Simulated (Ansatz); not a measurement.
**ZnSe (CsCl type): Wannier functions and tight-binding models**

Aim: build maximally localised Wannier functions for ZnSe (CsCl type) from several sets of trial orbitals, and check spreads and centres, and how well the models interpolate the bands. Plan: PBE, anion s p, 6×6×6; PBE, anion s p, 4×4×4; PBE, anion s p, 8×8×8; PBE, anion p, 6×6×6; PBE, all s p, disentangled, 6×6×6; PBE, metal d and anion p, 6×6×6; PBE, metal d, 6×6×6; r2SCAN, anion s p, 6×6×6; r2SCAN, metal d and anion p, 6×6×6; r2SCAN, anion p, 6×6×6 (level, trial orbitals, Wannier mesh).

Method: plane waves, PAW, in Ansatz 0.2.0.

**1. The structure to begin with**

The structure is cubic, space group Pm-3m (No. 221). Conventional cell: a = 3.325 Å, b = 3.325 Å, c = 3.325 Å, α = 90.00°, β = 90.00°, γ = 90.00°. Around Zn (site symmetry m-3m) lie 8 Se at 2.88 Å. Around Se (site symmetry m-3m) lie 8 Zn at 2.88 Å.

Structure file:

```
Zn Se
1.0
     3.32515    0.00000    0.00000
     0.00000    3.32515    0.00000
     0.00000    0.00000    3.32515
Zn Se
1 1
Direct
  0.00000 0.00000 0.00000
  0.50000 0.50000 0.50000
```

Cell and atoms come from an earlier r2SCAN relaxation.

**2. PBE, anion s p, 6×6×6**

input.yaml reads:

```yaml
crystal:
  lattice:
    - [3.3251530431, 0.0, 0.0]
    - [0.0, 3.3251530431, 0.0]
    - [0.0, 0.0, 3.3251530431]
  atoms:
    - { symbol: Zn, position: [0.0, 0.0, 0.0] }
    - { symbol: Se, position: [0.5, 0.5, 0.5] }
kpoints:
  mp_grid: { grid: [6, 6, 6] }
  band_path:
    path:
      - [[0.0, 0.0, 0.0], [3.590931392747e-51, 0.5, -5.589496429227e-86], [0.5, 0.5, 2.141466279937e-51], [0.0, 0.0, 0.0], [0.5, 0.5, 0.5], [3.590931392747e-51, 0.5, -5.589496429227e-86]]
      - [[0.5, 0.5, 0.5], [0.5, 0.5, 2.141466279937e-51]]
    npoints: 10
hamiltonian:
  xc: pbe
scf:
  occupations: { method: fermi_dirac, width: 0.02 }
  n_extra_bands: 6
output:
  forces: false
  stress: false
  eigenvalues: true
  wannier:
    kmesh: [6, 6, 6]
    projections: [{ species: Se, l: s, shell: 4 }, { species: Se, l: p, shell: 4 }]
    minimise: true
    write_hr: true
    conv_tol: 1.0e-08
    max_iter: 3000
```

Command:

```sh
ansatz run input.yaml --threads 4 --pin off --max-ram 3686MiB --backend cpu --events-out ev --progress --plain --runs-dir out
```

Log:

```text
Warning: RAYON_NUM_THREADS=4 ignored (pool sized by the plan → 4); use --threads N
scf.n_extra_bands = 6 over 14 filled bands (N_el = 28.0): the run solves 20 bands
Engine: ansatz 0.2.0, aarch64-unknown-linux-gnu
Pseudopotentials: kind: paw
Pseudopotential: Zn, paw, valence charge 12, recommended cutoff 420 eV (normal), Zn.paw.azcp
Pseudopotential: Se, paw, valence charge 16, recommended cutoff 420 eV (normal), Se.paw.azcp
Functional definition: PBE
  parameter kappa = 0.804
  parameter beta = 0.06672455060314922
  exchange = pbe_x(kappa = kappa, mu = beta*pi^2/3)
  correlation = pbe_c(beta = beta)
Crystal: 2 atoms, lattice volume = 36.765 Å³
Basis set: ecut = 420 eV, 739 PW (Γ)
Bands: 20, of which v1, the nominal top of the filled ones, is band 14 counted from 1 (13 counted from 0)
Symmetry: 48 space group operations
Space group: Pm-3m (ITA 221), of the structure as read, at distance tolerance 3.3e-5 Å
k-points: 20 of 216
Non-local potential: Zn, projectors of the file, l = 0: 2, l = 1: 2, l = 2: 3, l = 3: 1
Non-local potential: Se, projectors of the file, l = 0: 2, l = 1: 2, l = 2: 3, l = 3: 1
PAW form: soft (Blöchl's): semilocal exchange-correlation on the pseudo side does not see the compensation charge
PAW one-centre angular grid: Zn, 590 points (default); XC on 64 Gauss nodes
PAW one-centre angular grid: Se, 590 points (default); XC on 64 Gauss nodes
Initial density: superposition of atomic densities (neutral atoms: chi_scale 0, normalization atom), corrected by the library's trained network
Initial wavefunctions: pseudopotential atomic-orbital guess
Functional: x = pbe(κ = 0.804, μ = 0.2195149727645171), c = pbe(β = 0.06672455060314922)
SCF iter   1: F=—  HF=-8787.871994 eV  |F-HF|=—  |Δ(HF+E_count)|=         —  Δρ=1.76e-3  dr2=1.70e-3  ethr=1.77e-3  ⟨swp⟩=5.8  Hψ=1823  notcnv=0
preconditioner: auto → none  [insulator: Δε(μ)=0.158 eV  Ē_g=13.671 eV  σ=0.020 eV  W_gap=0.71  n_scr=6 (ndim 8)  ℏωp=26.0 eV  f_vac=0.000  D(μ)=2.30/eV (n_scr^D=26)  ε∞_Penn≈4.6]
SCF iter   2: F=—  HF=-8787.871859 eV  |F-HF|=—  |Δ(HF+E_count)|=   1.36e-4  Δρ=1.61e-3  dr2=4.00e-4  ethr=6.07e-6  ⟨swp⟩=2.0  Hψ=823  notcnv=0  defer=27
SCF iter   3: F=—  HF=-8787.871716 eV  |F-HF|=—  |Δ(HF+E_count)|=   1.43e-4  Δρ=4.28e-4  dr2=3.68e-5  ethr=1.43e-6  ⟨swp⟩=2.0  Hψ=583  notcnv=0  defer=27
SCF iter   4: F=—  HF=-8787.871747 eV  |F-HF|=—  |Δ(HF+E_count)|=   3.16e-5  Δρ=1.50e-4  dr2=3.45e-6  ethr=1.31e-7  ⟨swp⟩=2.1  Hψ=450  notcnv=0  defer=27
SCF iter   5: F=—  HF=-8787.871753 eV  |F-HF|=—  |Δ(HF+E_count)|=   6.03e-6  Δρ=6.30e-5  dr2=9.30e-7  ethr=1.23e-8  ⟨swp⟩=2.0  Hψ=558  notcnv=0  defer=27
SCF iter   6: F=-8787.871753 eV  HF=-8787.871753 eV  |F-HF|=3.70e-8  |Δ(HF+E_count)|=   2.14e-7  Δρ=1.38e-5  dr2=4.59e-8  ethr=3.57e-10  ⟨swp⟩=5.0  Hψ=1480  notcnv=0
SCF 1 converged in 6 iterations: F = -8787.871753 eV  dr2 = 4.59e-8
NSCF: frozen V_eff on 62 k-points
NSCF: frozen V_eff on 23 k-points
the Wannier pass solved 23 of the 216 points of its mesh, and has the states at the others by symmetry: states obtained by the crystal's operations at points that were solved too leave a residual of 2.76e-13 eV (read by the count's bands and the next), within 4.76e-6 eV
NSCF: frozen V_eff on 23 k-points
the Wannier pass solved 23 of the 216 points of its mesh, and has the states at the others by symmetry: states obtained by the crystal's operations at points that were solved too leave a residual of 3.62e-13 eV (read by the count's bands and the next), within 4.76e-6 eV
SCF converged after 6 iterations
Free energy (F): -8787.871753 eV
Harris-Foulkes:  -8787.871753 eV  (|F-HF|=3.70e-8)
Internal energy: -8787.869065 eV  (E = F + TS)
E sigma→0 (E₀):  -8787.870409 eV
Entropy (-TS):   -0.002689 eV (-1.344 meV/atom)
Fermi energy:    10.479115 eV
--- Per-component energies (eV) ---
  E_band       = -298.733802
  E_kinetic    = 248.602579
  E_local      = -3665.270966  (includes V_loc(G=0)·N_el)
  E_nonlocal   = 20.687972
  E_hartree    = 1714.046702
  E_xc         = -240.412846
  E_vxc        = -148.858682  (∫ρ·V_xc dr)
  E_paw        = -3741.348451  (= ΣΔE_a)
  E_vpaw       = -181.999917  (= ΣTr[D̂ρ^β])
  E_aug_tail   = -0.000997  (compensation charges beyond the density's cutoff)
  E_ewald      = -3124.173057
  E_smearing   = -0.002689  (= −TS)
  E_closure    = 0.000000  (closes the sum)
  Σ components = -8787.871753   (vs F -8787.871753, Δ=0.00e0)
--- Band table (eV; the first three rows and the last of 20) ---
  k-point 0: bands = ["-37.3677", "-37.3677", "-37.3647", "-37.3647", "-37.3647", "-4.1449", "3.4141", "3.4141", "3.7141", "3.7141", "3.7141", "9.2900", "9.2900", "9.2900", "9.3051", "16.3082", "16.3082", "21.7263", "21.7263", "21.7263"]
  k-point 1: bands = ["-37.3677", "-37.3668", "-37.3649", "-37.3649", "-37.3647", "-3.9000", "3.4259", "3.4278", "3.6656", "3.6656", "3.7174", "6.6981", "9.5893", "9.5893", "11.1202", "16.5798", "17.6167", "20.3024", "20.3024", "20.7355"]
  k-point 2: bands = ["-37.3676", "-37.3653", "-37.3653", "-37.3650", "-37.3646", "-3.3009", "3.2013", "3.4496", "3.5746", "3.5746", "3.7240", "4.6712", "10.2951", "10.2951", "12.4727", "16.5950", "17.3326", "18.1152", "18.1152", "22.4665"]
  k-point 19: bands = ["-37.3663", "-37.3663", "-37.3663", "-37.3623", "-37.3623", "-1.0600", "3.1161", "3.1161", "3.1161", "3.8349", "3.8349", "7.7709", "7.7709", "7.7709", "11.5495", "11.5495", "11.5495", "11.6676", "29.7330", "29.7330"]
Wannier search: line search 1 of at most 3000: gauge-dependent spread (as the search counts it) 1.7563969 Å², largest recent change 2.7e-1 Å² and fall left 9.4e-4 Å² against conv_tol 1.0e-8 Å², 0 stops escaped
```

Run time: 1.4 s. Hardware: 4 threads of Arm Neoverse V2, shared host; peak memory 0.32 GiB.

wannier.win names the bands that the functions span: 6, combinations of 12-15 (counted from 1; 14 are filled by count, though the bands overlap). Combinations are drawn from entangled bands, so such a model needn't follow any one band.

The head of wannier.spreads.toml:

```toml
omega_i_ang2 = 9.980866237038512
omega_d_ang2 = 0.0017240613593350555
omega_od_ang2 = 1.0823054836016253
omega_total_ang2 = 11.064895781999473
least_projectability = 0.358063442233843
b_vectors_match_mmn = true
n_iter = 49
converged = true
rejected_fitted_steps = 0
```

The functions (centres in Å, on-site energies from the highest level of the last filled band):

```csv
n,x,y,z,spread (Å²),on-site (eV),nearest atoms,distance (Å)
1,1.374,1.374,1.374,2.643,-6.449,Se2,0.50
2,1.584,1.584,2.119,2.807,-5.762,Se2,0.47
3,2.119,1.584,1.584,2.807,-5.762,Se2,0.47
4,1.584,2.119,1.584,2.807,-5.762,Se2,0.47
```

The largest hoppings ⟨m, 0|H|n, R⟩, one of each Hermitian pair (signs follow the phases of the functions):

```csv
m,n,R,distance (Å),t (eV)
1,2,0 0 0,0.80,-2.656
1,3,0 0 0,0.80,-2.656
1,4,0 0 0,0.80,-2.656
2,3,0 0 0,0.76,-2.337
2,4,0 0 0,0.76,-2.337
3,4,0 0 0,0.76,-2.337
2,1,0 0 1,2.60,-0.866
3,1,1 0 0,2.60,-0.865
```

Interpolated bands at the corners of the path, eV from the highest level of the last filled band:

```csv
point,e1,e2,e3,e4
Γ,-15.08,-1.64,-1.64,-1.64
X,-13.84,-6.69,-0.20,-0.20
M,-12.98,-5.63,-5.63,0.22
Γ,-15.08,-1.64,-1.64,-1.64
R,-11.99,-3.16,-3.16,-3.16
X,-13.84,-6.69,-0.20,-0.20
R,-11.99,-3.16,-3.16,-3.16
M,-12.98,-5.63,-5.63,0.22
```

Along the path each interpolated band stays within 0.01, 0.47, 0.13, 0.01 eV of the nearest computed level, from the lowest band up.

**3. PBE, anion s p, 4×4×4**

Edit input.yaml of step 2 so:

```diff
@@ -25,3 +25,3 @@
   wannier:
-    kmesh: [6, 6, 6]
+    kmesh: [4, 4, 4]
     projections: [{ species: Se, l: s, shell: 4 }, { species: Se, l: p, shell: 4 }]
```

Command:

```sh
ansatz run input.yaml --threads 4 --pin off --max-ram 3686MiB --backend cpu --events-out ev --progress --plain --runs-dir out
```

Log (excerpt; [...] marks lines left out):

```text
Warning: RAYON_NUM_THREADS=4 ignored (pool sized by the plan → 4); use --threads N
scf.n_extra_bands = 6 over 14 filled bands (N_el = 28.0): the run solves 20 bands
[...]
[... 4 set-up lines as earlier in the session ...]
[...]
Crystal: 2 atoms, lattice volume = 36.765 Å³
[...]
Fermi energy:    10.479115 eV
[...]
--- Band table (eV; the first three rows and the last of 20) ---
  k-point 0: bands = ["-37.3677", "-37.3677", "-37.3647", "-37.3647", "-37.3647", "-4.1449", "3.4141", "3.4141", "3.7141", "3.7141", "3.7141", "9.2900", "9.2900", "9.2900", "9.3051", "16.3082", "16.3082", "21.7263", "21.7263", "21.7263"]
[...]
Wannier search: line search 1 of at most 3000: gauge-dependent spread (as the search counts it) 1.6599948 Å², largest recent change 1.6e-1 Å² and fall left 1.3e-4 Å² against conv_tol 1.0e-8 Å², 0 stops escaped
```

Run time: 1 s. Hardware: 4 threads of Arm Neoverse V2, shared host; peak memory 0.29 GiB.

wannier.win names the bands that the functions span: 6, combinations of 12-15 (counted from 1; 14 are filled by count, though the bands overlap). Combinations are drawn from entangled bands, so such a model needn't follow any one band.

The head of wannier.spreads.toml:

```toml
omega_i_ang2 = 8.543200710509822
omega_d_ang2 = 0.001893522826465956
omega_od_ang2 = 1.063757706925301
omega_total_ang2 = 9.608851940261589
least_projectability = 0.35806344223634134
b_vectors_match_mmn = true
n_iter = 38
converged = true
rejected_fitted_steps = 0
```

The functions (centres in Å, on-site energies from the highest level of the last filled band):

```csv
n,x,y,z,spread (Å²),on-site (eV),nearest atoms,distance (Å)
1,1.358,1.358,1.358,2.255,-6.651,Se2,0.53
2,1.586,1.586,2.142,2.451,-5.657,Se2,0.49
3,2.142,1.586,1.586,2.451,-5.657,Se2,0.49
4,1.586,2.142,1.586,2.451,-5.656,Se2,0.49
```

Along the path each interpolated band stays within 0.04, 0.65, 0.29, 0.09 eV of the nearest computed level, from the lowest band up.

**4. PBE, anion s p, 8×8×8**

Edit input.yaml of step 3 so:

```diff
@@ -25,3 +25,3 @@
   wannier:
-    kmesh: [4, 4, 4]
+    kmesh: [8, 8, 8]
     projections: [{ species: Se, l: s, shell: 4 }, { species: Se, l: p, shell: 4 }]
```

Command:

```sh
ansatz run input.yaml --threads 4 --pin off --max-ram 3686MiB --backend cpu --events-out ev --progress --plain --runs-dir out
```

Log (excerpt; [...] marks lines left out):

```text
Warning: RAYON_NUM_THREADS=4 ignored (pool sized by the plan → 4); use --threads N
scf.n_extra_bands = 6 over 14 filled bands (N_el = 28.0): the run solves 20 bands
[...]
[... 4 set-up lines as earlier in the session ...]
[...]
Crystal: 2 atoms, lattice volume = 36.765 Å³
[...]
Fermi energy:    10.479115 eV
[...]
--- Band table (eV; the first three rows and the last of 20) ---
  k-point 0: bands = ["-37.3677", "-37.3677", "-37.3647", "-37.3647", "-37.3647", "-4.1449", "3.4141", "3.4141", "3.7141", "3.7141", "3.7141", "9.2900", "9.2900", "9.2900", "9.3051", "16.3082", "16.3082", "21.7263", "21.7263", "21.7263"]
[...]
Wannier search: line search 1 of at most 3000: gauge-dependent spread (as the search counts it) 1.7955186 Å², largest recent change 3.5e-1 Å² and fall left 9.2e-4 Å² against conv_tol 1.0e-8 Å², 0 stops escaped
```

It took 2 s on 4 threads of Arm Neoverse V2, shared host; peak memory 0.4 GiB.

wannier.win names the bands that the functions span: 6, combinations of 12-15 (counted from 1; 14 are filled by count, though the bands overlap). Combinations are drawn from entangled bands, so such a model needn't follow any one band.

The head of wannier.spreads.toml:

```toml
omega_i_ang2 = 10.759519026600287
omega_d_ang2 = 0.0018710250701089294
omega_od_ang2 = 1.0813756218487192
omega_total_ang2 = 11.842765673519116
least_projectability = 0.3580634422356158
b_vectors_match_mmn = true
n_iter = 54
converged = true
rejected_fitted_steps = 0
```

The functions (centres in Å, on-site energies from the highest level of the last filled band):

```csv
n,x,y,z,spread (Å²),on-site (eV),nearest atoms,distance (Å)
1,1.743,1.743,1.215,2.995,-5.807,Se2,0.46
2,1.943,1.943,1.943,2.857,-6.330,Se2,0.49
3,1.215,1.743,1.743,2.995,-5.806,Se2,0.46
4,1.743,1.215,1.743,2.995,-5.807,Se2,0.46
```

Along the path each interpolated band stays within 0.01, 0.47, 0.04, 0.02 eV of the nearest computed level, from the lowest band up.

**5. PBE, anion p, 6×6×6**

Edit input.yaml of step 4 so:

```diff
@@ -25,4 +25,4 @@
   wannier:
-    kmesh: [8, 8, 8]
-    projections: [{ species: Se, l: s, shell: 4 }, { species: Se, l: p, shell: 4 }]
+    kmesh: [6, 6, 6]
+    projections: [{ species: Se, l: p, shell: 4 }]
     minimise: true
```

Command:

```sh
ansatz run input.yaml --threads 4 --pin off --max-ram 3686MiB --backend cpu --events-out ev --progress --plain --runs-dir out
```

Log:

```text
Warning: RAYON_NUM_THREADS=4 ignored (pool sized by the plan → 4); use --threads N
scf.n_extra_bands = 6 over 14 filled bands (N_el = 28.0): the run solves 20 bands
[... 9 set-up lines as earlier in the session ...]
Crystal: 2 atoms, lattice volume = 36.765 Å³
Basis set: ecut = 420 eV, 739 PW (Γ)
Bands: 20, of which v1, the nominal top of the filled ones, is band 14 counted from 1 (13 counted from 0)
[... 2 set-up lines as earlier in the session ...]
k-points: 20 of 216
[... 8 set-up lines as earlier in the session ...]
SCF iter   1: F=—  HF=-8787.871994 eV  |F-HF|=—  |Δ(HF+E_count)|=         —  Δρ=1.76e-3  dr2=1.70e-3  ethr=1.77e-3  ⟨swp⟩=5.8  Hψ=1823  notcnv=0
preconditioner: auto → none  [insulator: Δε(μ)=0.158 eV  Ē_g=13.671 eV  σ=0.020 eV  W_gap=0.71  n_scr=6 (ndim 8)  ℏωp=26.0 eV  f_vac=0.000  D(μ)=2.30/eV (n_scr^D=26)  ε∞_Penn≈4.6]
SCF iter   2: F=—  HF=-8787.871859 eV  |F-HF|=—  |Δ(HF+E_count)|=   1.36e-4  Δρ=1.61e-3  dr2=4.00e-4  ethr=6.07e-6  ⟨swp⟩=2.0  Hψ=823  notcnv=0  defer=27
SCF iter   3: F=—  HF=-8787.871716 eV  |F-HF|=—  |Δ(HF+E_count)|=   1.43e-4  Δρ=4.28e-4  dr2=3.68e-5  ethr=1.43e-6  ⟨swp⟩=2.0  Hψ=583  notcnv=0  defer=27
SCF iter   4: F=—  HF=-8787.871747 eV  |F-HF|=—  |Δ(HF+E_count)|=   3.16e-5  Δρ=1.50e-4  dr2=3.45e-6  ethr=1.31e-7  ⟨swp⟩=2.1  Hψ=450  notcnv=0  defer=27
SCF iter   5: F=—  HF=-8787.871753 eV  |F-HF|=—  |Δ(HF+E_count)|=   6.03e-6  Δρ=6.30e-5  dr2=9.30e-7  ethr=1.23e-8  ⟨swp⟩=2.0  Hψ=558  notcnv=0  defer=27
SCF iter   6: F=-8787.871753 eV  HF=-8787.871753 eV  |F-HF|=3.70e-8  |Δ(HF+E_count)|=   2.14e-7  Δρ=1.38e-5  dr2=4.59e-8  ethr=3.57e-10  ⟨swp⟩=5.0  Hψ=1480  notcnv=0
SCF 1 converged in 6 iterations: F = -8787.871753 eV  dr2 = 4.59e-8
NSCF: frozen V_eff on 62 k-points
NSCF: frozen V_eff on 23 k-points
the Wannier pass solved 23 of the 216 points of its mesh, and has the states at the others by symmetry: states obtained by the crystal's operations at points that were solved too leave a residual of 2.76e-13 eV (read by the count's bands and the next), within 4.76e-6 eV
NSCF: frozen V_eff on 23 k-points
the Wannier pass solved 23 of the 216 points of its mesh, and has the states at the others by symmetry: states obtained by the crystal's operations at points that were solved too leave a residual of 2.80e-13 eV (read by the count's bands and the next), within 4.76e-6 eV
SCF converged after 6 iterations
Free energy (F): -8787.871753 eV
Harris-Foulkes:  -8787.871753 eV  (|F-HF|=3.70e-8)
Internal energy: -8787.869065 eV  (E = F + TS)
E sigma→0 (E₀):  -8787.870409 eV
Entropy (-TS):   -0.002689 eV (-1.344 meV/atom)
Fermi energy:    10.479115 eV
--- Per-component energies (eV) ---
  E_band       = -298.733802
  E_kinetic    = 248.602579
  E_local      = -3665.270966  (includes V_loc(G=0)·N_el)
  E_nonlocal   = 20.687972
  E_hartree    = 1714.046702
  E_xc         = -240.412846
  E_vxc        = -148.858682  (∫ρ·V_xc dr)
  E_paw        = -3741.348451  (= ΣΔE_a)
  E_vpaw       = -181.999917  (= ΣTr[D̂ρ^β])
  E_aug_tail   = -0.000997  (compensation charges beyond the density's cutoff)
  E_ewald      = -3124.173057
  E_smearing   = -0.002689  (= −TS)
  E_closure    = 0.000000  (closes the sum)
  Σ components = -8787.871753   (vs F -8787.871753, Δ=0.00e0)
--- Band table (eV; the first three rows and the last of 20) ---
  k-point 0: bands = ["-37.3677", "-37.3677", "-37.3647", "-37.3647", "-37.3647", "-4.1449", "3.4141", "3.4141", "3.7141", "3.7141", "3.7141", "9.2900", "9.2900", "9.2900", "9.3051", "16.3082", "16.3082", "21.7263", "21.7263", "21.7263"]
  k-point 1: bands = ["-37.3677", "-37.3668", "-37.3649", "-37.3649", "-37.3647", "-3.9000", "3.4259", "3.4278", "3.6656", "3.6656", "3.7174", "6.6981", "9.5893", "9.5893", "11.1202", "16.5798", "17.6167", "20.3024", "20.3024", "20.7355"]
  k-point 2: bands = ["-37.3676", "-37.3653", "-37.3653", "-37.3650", "-37.3646", "-3.3009", "3.2013", "3.4496", "3.5746", "3.5746", "3.7240", "4.6712", "10.2951", "10.2951", "12.4727", "16.5950", "17.3326", "18.1152", "18.1152", "22.4665"]
  k-point 19: bands = ["-37.3663", "-37.3663", "-37.3663", "-37.3623", "-37.3623", "-1.0600", "3.1161", "3.1161", "3.1161", "3.8349", "3.8349", "7.7709", "7.7709", "7.7709", "11.5495", "11.5495", "11.5495", "11.6676", "29.7330", "29.7330"]
Wannier search: line search 1 of at most 3000: gauge-dependent spread (as the search counts it) 0.0799173 Å², largest recent change 1.0e-3 Å² and fall left 2.6e-7 Å² against conv_tol 1.0e-8 Å², 0 stops escaped
```

Wall time 1.2 s (4 threads of Arm Neoverse V2, shared host); peak memory 0.32 GiB.

wannier.win, as written (k points left out):

```
! ansatz wannier90 interface
! projections by site (counted from 0) and shell: 1 4P
! states of the run's bands (counted from 1): combinations of 12-15
! their least projectability: 0.3581
num_bands = 3
num_wann  = 3
num_iter  = 2000
conv_tol = 1e-8
conv_window = 5
guiding_centres = true
write_hr = true

begin unit_cell_cart
Ang
  3.3251530431  0.0  0.0
  0.0  3.3251530431  0.0
  0.0  0.0  3.3251530431
end unit_cell_cart

begin atoms_frac
Zn  0.0  0.0  0.0
Se  0.5  0.5  0.5
end atoms_frac

mp_grid = 6 6 6
```

wannier.win names the bands that the functions span: combinations of 12-15 (counted from 1; 14 are filled by count, though the bands overlap). Combinations are drawn from entangled bands, so such a model needn't follow any one band.

The head of wannier.spreads.toml:

```toml
omega_i_ang2 = 10.434122827987544
omega_d_ang2 = 0.0000000000000000000000000049813967645475896
omega_od_ang2 = 0.07991702886875264
omega_total_ang2 = 10.514039856856296
least_projectability = 0.3580634422384208
b_vectors_match_mmn = true
n_iter = 7
converged = true
rejected_fitted_steps = 0
```

The functions (centres in Å, on-site energies from the highest level of the last filled band):

```csv
n,x,y,z,spread (Å²),on-site (eV),nearest atoms,distance (Å)
1,1.663,1.663,1.663,3.505,-3.395,Se2,0.00
2,1.663,1.663,1.663,3.505,-3.395,Se2,0.00
3,1.663,1.663,1.663,3.505,-3.395,Se2,0.00
```

The largest hoppings ⟨m, 0|H|n, R⟩, one of each Hermitian pair (signs follow the phases of the functions):

```csv
m,n,R,distance (Å),t (eV)
3,3,0 1 0,3.33,1.224
1,1,0 0 1,3.33,1.224
2,2,1 0 0,3.33,1.224
2,2,0 1 0,3.33,-0.396
2,2,0 0 1,3.33,-0.396
1,1,1 0 0,3.33,-0.396
3,3,1 0 0,3.33,-0.396
1,1,0 1 0,3.33,-0.396
3,3,0 0 1,3.33,-0.396
2,2,2 0 0,6.65,0.173
1,1,0 0 2,6.65,0.173
3,3,0 2 0,6.65,0.173
3,2,1 -1 0,4.70,-0.166
2,3,1 -1 0,4.70,-0.166
```

Interpolated bands at the corners of the path, eV from the highest level of the last filled band:

```csv
point,e1,e2,e3
Γ,-1.64,-1.64,-1.64
X,-6.69,-0.20,-0.20
M,-5.63,-5.63,0.22
Γ,-1.64,-1.64,-1.64
R,-3.16,-3.16,-3.16
X,-6.69,-0.20,-0.20
R,-3.16,-3.16,-3.16
M,-5.63,-5.63,0.22
```

Along the path each interpolated band stays within 0.55, 0.13, 0.01 eV of the nearest computed level, from the lowest band up.

[end of part 1 of 3]
